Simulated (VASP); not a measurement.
A run of VASP 6.6.1 is set up as follows.

Contents of INCAR:

```
SYSTEM = As2Pt
PREC = Accurate
ENCUT = 600
EDIFF = 1E-6
ISMEAR = 0
SIGMA = 0.03
LREAL = .False.
LASPH = .True.
NELM = 80
ALGO = Normal
ISIF = 3
LWAVE = .False.
LCHARG = .False.
METAGGA = R2SCAN
LMIXTAU = .True.
IBRION = 2
NSW = 90
EDIFFG = -0.01
KPAR = 4
```

Contents of KPOINTS:

```
Automatic mesh
0
Gamma
  6 6 6
  0 0 0
```

POSCAR

```
As2Pt
1.0
    5.9665000000      0.0000000000      0.0000000000
    0.0000000000      5.9665000000      0.0000000000
    0.0000000000      0.0000000000      5.9665000000
As Pt
8 4
Direct
    0.3830000000      0.3830000000      0.3830000000
    0.1170000000      0.6170000000      0.8830000000
    0.8830000000      0.1170000000      0.6170000000
    0.6170000000      0.8830000000      0.1170000000
    0.6170000000      0.6170000000      0.6170000000
    0.8830000000      0.3830000000      0.1170000000
    0.1170000000      0.8830000000      0.3830000000
    0.3830000000      0.1170000000      0.8830000000
    0.0000000000      0.0000000000      0.0000000000
    0.5000000000      0.0000000000      0.5000000000
    0.5000000000      0.5000000000      0.0000000000
    0.0000000000      0.5000000000      0.5000000000
```

Potentials or basis: VASP PAW PBE potentials, release 64 (As, Pt).

Run with:

```sh
$ cat potpaw_PBE.64/As/POTCAR potpaw_PBE.64/Pt/POTCAR > POTCAR
$ mpirun -np 4 vasp_std > vasp.out
```

Question: What does it give for the relaxed volume?

Answer: 18.08 Å³/atom.

Question: What does it give for the band gap on the k mesh?

Answer: 0.40 eV, indirect (least direct gap 1.11 eV).

Question: Predict the relaxed cell.

Answer: a = 6.009 Å, b = 6.009 Å, c = 6.009 Å, α = 90.00°, β = 90.00°, γ = 90.00°.

Question: What does it give for the space group after relaxing (to 0.05 Å)?

Answer: Pa-3 (No. 205).

The path:
```
step  energy change (eV)  largest force (eV/Å)  pressure (GPa)  volume (Å³)
   1              0.0000                0.1740            3.41       212.40
   2              0.0540                0.0780           -4.63       224.18
   3             -0.0509                0.1296           -0.13       217.11
   4             -0.0543                0.0154           -0.02       217.02
   5             -0.0543                0.0014            0.00       217.01
```

Caveat: the PAW data sets were made with another functional, which shifts forces and pressure a little; spin-orbit coupling is left out, which moves the levels of the heavy elements. Zero-point motion and thermal expansion aren't in these numbers.
